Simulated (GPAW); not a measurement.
Runs of GPAW 26.7.0 on CdS (Greenockite). The structure is hexagonal, space group P6_3mc (No. 186). Conventional cell: a = 4.150 Å, b = 4.150 Å, c = 6.737 Å, α = 90.00°, β = 90.00°, γ = 120.00°. Cd (site symmetry 3m) is surrounded by 4 S at 2.53 to 2.54 Å. S (site symmetry 3m) has 4 Cd at 2.53 to 2.54 Å as nearest neighbours. 

| task | level | potentials or basis | spin | cell | optimizer | fmax | max steps | target pressure | band path | gap on the mesh (eV) | pressure (GPa) | V0 of scaled cells (Å³/atom) | relaxed volume (Å³/atom) | B0 (GPa) | largest force (eV/Å) |
| --- | --- | --- | --- | --- | --- | --- | --- | --- | --- | --- | --- | --- | --- | --- | --- |
| relaxation of cell and atoms | PBEsol+D3(BJ) | PAW data sets generated in the run's folder for this functional, pw | off | relaxed | BFGS | 0.02 eV/Å | 40 | - | - | 1.14 | 0.0 | - | 23.94 | - | - |
| relaxation of cell and atoms | WC | PAW data sets generated in the run's folder for this functional, pw | off | relaxed to 5 GPa | LBFGS | 0.05 eV/Å | 60 | 5 GPa | - | 1.19 | 4.9 | - | - | - | 0.03 |
| relaxation of cell and atoms | PBEsol+D3 | PAW data sets generated in the run's folder for this functional, pw | off | relaxed | LBFGS | 0.05 eV/Å | 60 | - | - | 1.14 | -0.1 | - | 23.97 | - | 0.02 |
| equation of state | vdW-DF-cx | GPAW PAW data sets (gpaw-data 1.2.1), pw | off | as given | - | - | - | - | - | - | - | (a) | - | 59 | - |
| band structure | r4SCAN | GPAW PAW data sets (gpaw-data 1.2.1), pw | SOC, no magnetisation | as given | - | - | - | - | GMKGALHA,LM,KH | 1.54 | 0.0 | - | - | - | - |
| relaxation of cell and atoms | SOGGA | PAW data sets generated in the run's folder for this functional, pw | off | relaxed | LBFGS | 0.02 eV/Å | 100 | - | - | (c) | -0.1 | - | (b) | - | - |
| equation of state | optB88-vdW | GPAW PAW data sets (gpaw-data 1.2.1), pw | off | as given | - | - | - | - | - | - | - | 26.03 | - | 56 | - |

Alike in all rows: k mesh 5 × 5 × 3; cutoff (eV) 600; smearing fermi-dirac 0.05 eV.

Task: Estimate the missing entries.

Result: (a) 25.25; (b) 24.60; (c) 1.07.

Caveats: later steps reuse the first step's grids (some runs); the PAW data sets were made with another functional, which shifts forces and pressure a little (some runs); the cell was scaled at fixed shape and fractional positions, which overstates the stiffness of a crystal with free parameters, most of all of layers and chains (some runs); the forces don't sum to zero, a sign of grid noise (some runs); spin-orbit coupling was added after a scalar SCF, so levels and gaps hold it while energy, forces, pressure and moments don't (some runs); this program's spin-orbit splittings come out too wide for heavy elements (some runs).

A k mesh can miss the band edges, and rows without SOC leave out spin-orbit coupling on Cd.

Runs at the PBE level aren't shown here.
